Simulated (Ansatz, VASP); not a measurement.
## Two plane-wave programs on C

```
CELL_PARAMETERS angstrom
4.24859 0.00000 0.00000
0.00000 4.24859 0.00000
0.00000 0.00000 1.28228
ATOMIC_POSITIONS crystal
C 0.50000 0.50000 0.00000
```

Alike in both runs: functional PBE; k mesh 14 × 14 × 42; occupations gaussian, width 0.1 eV; no spin polarisation.

Ansatz relaxed the structure, and its values are those at the end. VASP's run is a single point on that final structure, the one shown.

|  | VASP | Ansatz |
| --- | --- | --- |
| version | VASP 6.6.1 | Ansatz 0.2.0 |
| potentials or method | VASP PAW PBE potentials, release 64 (C) | scalar-relativistic, plane waves, PAW |
| plane-wave cutoff (eV) | 520 | 420 |
| valence electrons in the cell | 4 | 4 |

```csv
,VASP,Ansatz,Ansatz less VASP
gap on the k mesh at the Fermi level (eV),none,none,-
pressure (GPa),-0.1,0.0,+0.09
```

A gap of «none» marks a metal or a gap that the smearing closes. The functional is the same, so the differences come from potentials, cutoffs and numerics. Ansatz warned: «xc_potential_rough_in_thin_density».
